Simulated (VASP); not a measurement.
# PbSe (Clausthalite) (Fm-3m) in VASP: a series of runs

PbSe (Clausthalite) is run at these levels: PBEsol; tasks: single point.

All numbers are computed with VASP 6.6.1; they aren't measurements. Logs are shortened: lines on timing, memory, paths and dates and some standing lists are left out, and cuts for length are marked.

**Measured values to compare with.**

From a printed reference work, monograph, for a bulk crystal of PbSe: band gap 0.28 eV (direct) at 300 K; band gap 0.15 eV (direct) at 4.2 K.

The runs below are set against these values where they give the same quantity.

### 1 The cell of the first run

The structure is cubic, space group Fm-3m (No. 225). Conventional cell: a = 6.121 Å, b = 6.121 Å, c = 6.121 Å, α = 90.00°, β = 90.00°, γ = 90.00°. Within 4.0 Å of Pb (site symmetry m-3m) lie 6 Se at 3.06 Å. Se (site symmetry m-3m) has 6 Pb at 3.06 Å within 4.0 Å.

### 2 Single point, PBEsol

INCAR

```
PREC     = Accurate       # precision mode
ENCUT    = 520            # plane-wave cutoff, eV
EDIFF    = 1E-7           # SCF threshold, eV
ISMEAR   = -1             # smearing method
SIGMA    = 0.05           # smearing width, eV
LREAL    = False          # projectors in reciprocal space
LASPH    = True           # aspherical terms in the spheres
NELM     = 80             # most SCF steps
ALGO     = Normal         # electronic algorithm
ISIF     = 2              # what is computed and relaxed
LWAVE    = False          # write WAVECAR
LCHARG   = True           # write CHGCAR
GGA      = PS             # functional
LELF     = True           # ELF
LVHAR    = True         
NBANDS   = 17             # bands
```

KPOINTS

```
Automatic mesh
0
Gamma
  8 8 8
```

POSCAR

```
PbSe
1.0
    0.0000000000      3.0606500000      3.0606500000
    3.0606500000      0.0000000000      3.0606500000
    3.0606500000      3.0606500000      0.0000000000
Pb Se
1 1
Direct
    0.0000000000      0.0000000000      0.0000000000
    0.5000000000      0.5000000000      0.5000000000
```

Potentials or basis: VASP PAW PBE potentials, release 64 (Pb_d, Se).

On the command line:

```
cat potpaw_PBE.64/Pb_d/POTCAR potpaw_PBE.64/Se/POTCAR > POTCAR
mpirun -np 1 vasp_std > vasp.out
```

OUTCAR:

```text
PREC = Accurate
   ENCUT = 520
   EDIFF = 1E-7
   ISMEAR = -1
   LREAL = False
   LASPH = True
   NELM = 80
   ISIF = 2
   GGA = PS

 ion  position               nearest neighbor table
   1  0.000  0.000  0.000-   2 3.06   2 3.06   2 3.06   2 3.06   2 3.06   2 3.06
   2  0.500  0.500  0.500-   1 3.06   1 3.06   1 3.06   1 3.06   1 3.06   1 3.06

  LATTYP: Found a face centered cubic cell.
 ALAT       =     6.1213000000

  Lattice vectors:

 A1 = (   0.0000000000,   3.0606500000,   3.0606500000)
 A2 = (   3.0606500000,   0.0000000000,   3.0606500000)
 A3 = (   3.0606500000,   3.0606500000,   0.0000000000)

Analysis of symmetry for initial positions (statically):
=====================================================================
 Subroutine PRICEL returns:
 Original cell was already a primitive cell.

 Routine SETGRP: Setting up the symmetry group for a
 face centered cubic supercell.

 Subroutine GETGRP returns: Found 48 space group operations
 (whereof 48 operations were pure point group operations)
 out of a pool of 48 trial point group operations.

The static configuration has the point symmetry O_h .

Analysis of symmetry for dynamics (positions and initial velocities):
=====================================================================
 Subroutine PRICEL returns:
 Original cell was already a primitive cell.

 Routine SETGRP: Setting up the symmetry group for a
 face centered cubic supercell.

 Subroutine GETGRP returns: Found 48 space group operations
 (whereof 48 operations were pure point group operations)
 out of a pool of 48 trial point group operations.

The dynamic configuration has the point symmetry O_h .

 Subroutine INISYM returns: Found 48 space group operations
 (whereof 48 operations are pure point group operations),
 and found     1 'primitive' translations

----------------------------------------------------------------------------------------

                                     Primitive cell

  volume of cell :      57.3418

  direct lattice vectors                    reciprocal lattice vectors
     0.000000000  3.060650000  3.060650000    -0.163363991  0.163363991  0.163363991
     3.060650000  0.000000000  3.060650000     0.163363991 -0.163363991  0.163363991
     3.060650000  3.060650000  0.000000000     0.163363991  0.163363991 -0.163363991

  length of vectors
     4.328412740  4.328412740  4.328412740     0.282954733  0.282954733  0.282954733

  position of ions in fractional coordinates (direct lattice)
     0.000000000  0.000000000  0.000000000
     0.500000000  0.500000000  0.500000000

  ion indices of the primitive-cell ions
   primitive index   ion index
                 1           1
                 2           2

----------------------------------------------------------------------------------------

 KPOINTS: Automatic mesh

Automatic generation of k-mesh.
 Grid dimensions read from file:
 generate k-points for:    8    8    8

 Generating k-lattice:

  Cartesian coordinates                     Fractional coordinates (reciprocal lattice)
    -0.020420499  0.020420499  0.020420499     0.125000000  0.000000000  0.000000000
     0.020420499 -0.020420499  0.020420499     0.000000000  0.125000000  0.000000000
     0.020420499  0.020420499 -0.020420499     0.000000000  0.000000000  0.125000000

  Length of vectors
     0.035369342  0.035369342  0.035369342

  Shift w.r.t. Gamma in fractional coordinates (k-lattice)
     0.000000000  0.000000000  0.000000000

 Subroutine IBZKPT returns following result:
 ===========================================

 Found     29 irreducible k-points:

 Following reciprocal coordinates:
            Coordinates               Weight
  0.000000  0.000000  0.000000      1.000000
  0.125000  0.000000  0.000000      8.000000
  0.250000  0.000000  0.000000      8.000000
  0.375000  0.000000  0.000000      8.000000
  0.500000  0.000000  0.000000      4.000000
  0.125000  0.125000  0.000000      6.000000
[... 16 lines left out ...]
  0.500000  0.250000  0.125000     48.000000
 -0.375000  0.250000  0.125000     24.000000
 [... further k-points ...]
   k-points           NKPTS =     29   k-points in BZ     NKDIM =     29   number of bands    NBANDS=     17
   number of dos      NEDOS =    301   number of ions     NIONS =      2
   total plane-waves  NPLWV =  32768
   dimension x,y,z NGX =    32 NGY =   32 NGZ =   32
   dimension x,y,z NGXF=    64 NGYF=   64 NGZF=   64
   ions per type =               1   1
   NGX,Y,Z   is equivalent  to a cutoff of  12.29, 12.29, 12.29 a.u.
   NGXF,Y,Z  is equivalent  to a cutoff of  24.58, 24.58, 24.58 a.u.
 SYSTEM =  unknown system
   PREC   = accura    normal or accurate (medium, high low for compatibility)
   ISTART =      0    job   : 0-new  1-cont  2-samecut
   ICHARG =      2    charge: 1-file 2-atom 10-const
   ISPIN  =      1    spin polarized calculation?
   LNONCOLLINEAR =      F non collinear calculations
   LSORBIT =      F    spin-orbit coupling
   LASPH  =      T    aspherical Exc in radial PAW
   ENCUT  =  520.0 eV  38.22 Ry    6.18 a.u.   8.05  8.05  8.05*2*pi/ulx,y,z
   NELM   =     80;   NELMIN=  2; NELMDL= -5     # of ELM steps
   EDIFF  = 0.1E-06   stopping-criterion for ELM
   LREAL  =      F    real-space projection
   EDIFFG = 0.1E-05   stopping-criterion for IOM
   NSW    =      0    number of steps for IOM
   IBRION =     -1    ionic relax: 0-MD 1-quasi-New 2-CG
   NFREE  =      0    steps in history (QN), initial steepest desc. (CG)
   ISIF   =      2    stress and relaxation
   ISYM   =      2    0-nonsym 1-usesym 2-fastsym
   POTIM  = 0.5000    time-step for ionic-motion
   TEBEG  =    0.0;   TEEND  =   0.0 temperature during run
   PSTRESS=    0.0 pullay stress
   NELECT =      20.0000    total number of electrons
   NUPDOWN=      -1.0000    fix difference up-down
   EMIN   =  10.00;   EMAX   =-10.00  energy-range for DOS
   EFERMI =   0.00;   METHOD = LEGACY
   ISMEAR =    -1;   SIGMA  =   0.05  broadening in eV -4-tet -1-fermi 0-gaus
   EFERMI_NEDOS =   21; number of points for ismear=-14 and -15
   IALGO  =     38    algorithm
   IMIX   =      4    mixing-type and parameters
     AMIX     =   0.40;   BMIX     =  1.00
     AMIX_MAG =   1.60;   BMIX_MAG =  1.00
  volume/ion in A,a.u.               =      28.67       193.48
  Fermi-wavevector in a.u.,A,eV,Ry     =   1.152377  2.177676 18.068159  1.327972
  Thomas-Fermi vector in A             =   2.289028
   LORBIT       =      0    0 simple, 1 ext, 2 COOP (PROOUT), +10 PAW based schemes
   GGA     = PS    functional components
   LHFCALC =     F    Hartree Fock is set to
   AEXX    =    0.0000 exact exchange contribution
   IVDW    =     0    specifies the selected vdW correction
   LEPSILON=     F    determine dielectric tensor
   LRPA    =     F    only Hartree local field effects (RPA)
 non-spin polarized calculation
  energy-cutoff  :      520.00
  volume of cell :       57.34
 maximum number of plane-waves:      1572
   NGX = 17   NGY = 17   NGZ = 17

 number of electron      20.0000000 magnetization

 Free energy of the ion-electron system (eV)
  ---------------------------------------------------
  ext. energy  EPLUGINS =         0.00000000
  ---------------------------------------------------
  free energy    TOTEN  =        -8.91714667 eV

  energy without entropy =       -8.91658517  energy(sigma->0) =       -8.91686592

 E-fermi :   5.0107     XC(G=0):  -9.7195

 val. band max:        4.9090405948   @ k =   0.5000   0.0000   0.0000
 cond. band min:       5.1122730691   @ k =   0.5000   0.0000   0.0000
 fundamental gap:      0.2032324743
 Fermi energy:         5.0106873154

 k-point     1 :       0.0000    0.0000    0.0000
  band No.  band energies     occupation
      1     -11.8354      2.00000
      2     -11.8354      2.00000
      3     -11.8354      2.00000
      4     -11.8338      2.00000
      5     -11.8338      2.00000
      6      -8.6969      2.00000
[... 9 lines left out ...]
     16      11.3587      0.00000
     17      12.9125      0.00000

 k-point     2 :       0.1250    0.0000    0.0000
  band No.  band energies     occupation
      1     -11.8378      2.00000
      2     -11.8378      2.00000
      3     -11.8349      2.00000
      4     -11.8302      2.00000
      5     -11.8302      2.00000
      6      -8.5777      2.00000
[... 9 lines left out ...]
     16      11.7042      0.00000
     17      14.0632      0.00000

 k-point     3 :       0.2500    0.0000    0.0000
  band No.  band energies     occupation
      1     -11.8466      2.00000
      2     -11.8466      2.00000
      3     -11.8337      2.00000
      4     -11.8183      2.00000
      5     -11.8183      2.00000
      6      -8.2500      2.00000
[... 9 lines left out ...]
     16      12.5728      0.00000
     17      15.9886      0.00000

 k-point     4 :       0.3750    0.0000    0.0000
  band No.  band energies     occupation
      1     -11.8554      2.00000
      2     -11.8554      2.00000
      3     -11.8329      2.00000
      4     -11.8063      2.00000
      5     -11.8063      2.00000
      6      -7.8354      2.00000
[... 9 lines left out ...]
     16      13.8757      0.00000
     17      16.2768      0.00000
[... 343 lines left out ...]
      1     -11.8748      2.00000
      2     -11.8380      2.00000
      3     -11.8368      2.00000
      4     -11.8137      2.00000
      5     -11.8096      2.00000
      6      -7.9691      2.00000
[... 9 lines left out ...]
     16      14.3464      0.00000
     17      14.8975      0.00000

 k-point    23 :       0.5000    0.2500    0.1250
  band No.  band energies     occupation
      1     -11.8878      2.00000
      2     -11.8430      2.00000
      3     -11.8313      2.00000
      4     -11.8107      2.00000
      5     -11.8029      2.00000
      6      -7.6034      2.00000
[... 9 lines left out ...]
     16      14.7870      0.00000
     17      15.9000      0.00000

 k-point    24 :      -0.3750    0.2500    0.1250
  band No.  band energies     occupation
      1     -11.8925      2.00000
      2     -11.8462      2.00000
      3     -11.8247      2.00000
      4     -11.8144      2.00000
      5     -11.7990      2.00000
      6      -7.4238      2.00000
[... 9 lines left out ...]
     16      15.7125      0.00000
     17      15.7472      0.00000

 [... further k-points ...]

------------------------ aborting loop because EDIFF is reached ----------------------------------------

  FORCE on cell =-STRESS in cart. coord.  units (eV):
  Direction    XX          YY          ZZ          XY          YZ          ZX
  --------------------------------------------------------------------------------------
  -------------------------------------------------------------------------------------
  Total       -0.1810838     -0.1810838     -0.1810838      0.0000000      0.0000000     -0.0000000
  in kB       -5.0596360     -5.0596360     -5.0596360      0.0000000      0.0000000     -0.0000000
  external PRESSURE =      -5.0596360 kB  Pullay stress =       0.0000000 kB

 VOLUME and BASIS-vectors are now :
 -----------------------------------------------------------------------------
  energy-cutoff  :      520.00
  volume of cell :       57.34
      direct lattice vectors                 reciprocal lattice vectors
     0.000000000  3.060650000  3.060650000    -0.163363991  0.163363991  0.163363991
     3.060650000  0.000000000  3.060650000     0.163363991 -0.163363991  0.163363991
     3.060650000  3.060650000  0.000000000     0.163363991  0.163363991 -0.163363991

 POSITION                                       TOTAL-FORCE (eV/Angst)
 -----------------------------------------------------------------------------------
      0.00000      0.00000      0.00000         0.000000      0.000000      0.000000
      3.06065      3.06065      3.06065        -0.000000     -0.000000     -0.000000
 -----------------------------------------------------------------------------------
    total drift:                                0.000000     -0.000000     -0.000000

  FREE ENERGIE OF THE ION-ELECTRON SYSTEM (eV)
  ---------------------------------------------------
  free  energy   TOTEN  =        -8.9171466744 eV

  energy  without entropy=       -8.9165851718  energy(sigma->0) =       -8.91686592
```

Run time: 20 s. Hardware: 1 thread of Intel Xeon Platinum 8259CL at 2.50GHz (Skylake/Cascade Lake), shared host; peak memory 0.18 GiB.

What came out:

```
Free energy            : -8.9171 eV
Pressure               : -0.5 GPa
Band gap on the k mesh : 0.20 eV, direct
```

Caveat: the PAW data sets were made with another functional, which shifts forces and pressure a little; spin-orbit coupling is left out, which moves the levels of the heavy elements.

### 3 Single point, PBEsol

This run uses another cell than the first one, of 29.24 Å³/atom, 1.020 times its volume.

INCAR

```
PREC = Accurate
ENCUT = 520
EDIFF = 1E-7
ISMEAR = -1
SIGMA = 0.05
LREAL = False
LASPH = True
NELM = 100
ALGO = Normal
ISIF = 2
LWAVE = False
LCHARG = False
GGA = PS
NBANDS = 17
```

KPOINTS

```
regular mesh
0
Gamma
  8 8 8
```

POSCAR

```
PbSe
1.0
    0.0000000000      3.0809197960      3.0809197960
    3.0809197960      0.0000000000      3.0809197960
    3.0809197960      3.0809197960      0.0000000000
Pb Se
1 1
Direct
    0.0000000000      0.0000000000      0.0000000000
    0.5000000000      0.5000000000      0.5000000000
```

Potentials or basis: VASP PAW PBE potentials, release 64 (Pb_d, Se).

On the command line:

```
cat potpaw_PBE.64/Pb_d/POTCAR potpaw_PBE.64/Se/POTCAR > POTCAR
mpirun -np 1 vasp_std > vasp.out
```

OUTCAR:

```text
PREC = Accurate
   ENCUT = 520
   EDIFF = 1E-7
   ISMEAR = -1
   LREAL = False
   LASPH = True
   NELM = 100
   ISIF = 2
   GGA = PS

 ion  position               nearest neighbor table
   1  0.000  0.000  0.000-   2 3.08   2 3.08   2 3.08   2 3.08   2 3.08   2 3.08
   2  0.500  0.500  0.500-   1 3.08   1 3.08   1 3.08   1 3.08   1 3.08   1 3.08

  LATTYP: Found a face centered cubic cell.
 ALAT       =     6.1618395920

  Lattice vectors:

 A1 = (   0.0000000000,   3.0809197960,   3.0809197960)
 A2 = (   3.0809197960,   0.0000000000,   3.0809197960)
 A3 = (   3.0809197960,   3.0809197960,   0.0000000000)

Analysis of symmetry for initial positions (statically):
=====================================================================
 Subroutine PRICEL returns:
 Original cell was already a primitive cell.

 Routine SETGRP: Setting up the symmetry group for a
 face centered cubic supercell.

 Subroutine GETGRP returns: Found 48 space group operations
 (whereof 48 operations were pure point group operations)
 out of a pool of 48 trial point group operations.

The static configuration has the point symmetry O_h .

Analysis of symmetry for dynamics (positions and initial velocities):
=====================================================================
 Subroutine PRICEL returns:
 Original cell was already a primitive cell.

 Routine SETGRP: Setting up the symmetry group for a
 face centered cubic supercell.

 Subroutine GETGRP returns: Found 48 space group operations
 (whereof 48 operations were pure point group operations)
 out of a pool of 48 trial point group operations.

The dynamic configuration has the point symmetry O_h .

 Subroutine INISYM returns: Found 48 space group operations
 (whereof 48 operations are pure point group operations),
 and found     1 'primitive' translations

[... 110 lines left out ...]
   EFERMI_NEDOS =   21; number of points for ismear=-14 and -15
   IALGO  =     38    algorithm
   IMIX   =      4    mixing-type and parameters
     AMIX     =   0.40;   BMIX     =  1.00
     AMIX_MAG =   1.60;   BMIX_MAG =  1.00
  volume/ion in A,a.u.               =      29.24       197.35
  Fermi-wavevector in a.u.,A,eV,Ry     =   1.144795  2.163349 17.831195  1.310556
  Thomas-Fermi vector in A             =   2.281486
   LORBIT       =      0    0 simple, 1 ext, 2 COOP (PROOUT), +10 PAW based schemes
   GGA     = PS    functional components
   LHFCALC =     F    Hartree Fock is set to
   AEXX    =    0.0000 exact exchange contribution
   IVDW    =     0    specifies the selected vdW correction
   LEPSILON=     F    determine dielectric tensor
   LRPA    =     F    only Hartree local field effects (RPA)
 non-spin polarized calculation
  energy-cutoff  :      520.00
  volume of cell :       58.49
 maximum number of plane-waves:      1604
   NGX = 17   NGY = 17   NGZ = 17

 number of electron      19.9999994 magnetization

 Free energy of the ion-electron system (eV)
  ---------------------------------------------------
  ext. energy  EPLUGINS =         0.00000000
  ---------------------------------------------------
  free energy    TOTEN  =        -8.91034405 eV

  energy without entropy =       -8.90997025  energy(sigma->0) =       -8.91015715

 E-fermi :   4.7848     XC(G=0):  -9.6289

 val. band max:        4.6507932905   @ k =   0.5000   0.0000   0.0000
 cond. band min:       4.9186577477   @ k =   0.5000   0.0000   0.0000
 fundamental gap:      0.2678644572
 Fermi energy:         4.7847740181

 k-point     1 :       0.0000    0.0000    0.0000
  band No.  band energies     occupation
      1     -12.0460      2.00000
      2     -12.0460      2.00000
      3     -12.0460      2.00000
      4     -12.0434      2.00000
      5     -12.0434      2.00000
      6      -8.7727      2.00000
[... 457 lines left out ...]
      4     -12.0264      2.00000
      5     -12.0122      2.00000
      6      -7.5606      2.00000
[... 9 lines left out ...]
     16      15.4604      0.00000
     17      15.4740      0.00000

 [... further k-points ...]

------------------------ aborting loop because EDIFF is reached ----------------------------------------

  FORCE on cell =-STRESS in cart. coord.  units (eV):
  Direction    XX          YY          ZZ          XY          YZ          ZX
  --------------------------------------------------------------------------------------
  -------------------------------------------------------------------------------------
  Total       -0.5391492     -0.5391492     -0.5391492     -0.0000000     -0.0000000      0.0000000
  in kB      -14.7689063    -14.7689063    -14.7689063     -0.0000000     -0.0000000      0.0000000
  external PRESSURE =     -14.7689063 kB  Pullay stress =       0.0000000 kB

 VOLUME and BASIS-vectors are now :
 -----------------------------------------------------------------------------
  energy-cutoff  :      520.00
  volume of cell :       58.49
      direct lattice vectors                 reciprocal lattice vectors
     0.000000000  3.080919796  3.080919796    -0.162289197  0.162289197  0.162289197
     3.080919796  0.000000000  3.080919796     0.162289197 -0.162289197  0.162289197
     3.080919796  3.080919796  0.000000000     0.162289197  0.162289197 -0.162289197

 POSITION                                       TOTAL-FORCE (eV/Angst)
 -----------------------------------------------------------------------------------
      0.00000      0.00000      0.00000        -0.000000     -0.000000     -0.000000
      3.08092      3.08092      3.08092         0.000000      0.000000      0.000000
 -----------------------------------------------------------------------------------
    total drift:                                0.000000     -0.000000     -0.000000

  FREE ENERGIE OF THE ION-ELECTRON SYSTEM (eV)
  ---------------------------------------------------
  free  energy   TOTEN  =        -8.9103440490 eV

  energy  without entropy=       -8.9099702533  energy(sigma->0) =       -8.91015715
```

Wall time 20 s (1 thread of Intel Xeon Platinum 8259CL at 2.50GHz (Skylake/Cascade Lake), shared host); peak memory 0.19 GiB.

What came out:

| Property | Result |
| --- | --- |
| Free energy | -8.9103 eV |
| Pressure | -1.5 GPa |
| Band gap on the k mesh | 0.27 eV, direct |

Caveat: the PAW data sets were made with another functional, which shifts forces and pressure a little; spin-orbit coupling is left out, which moves the levels of the heavy elements.

[end of part 1 of 2]
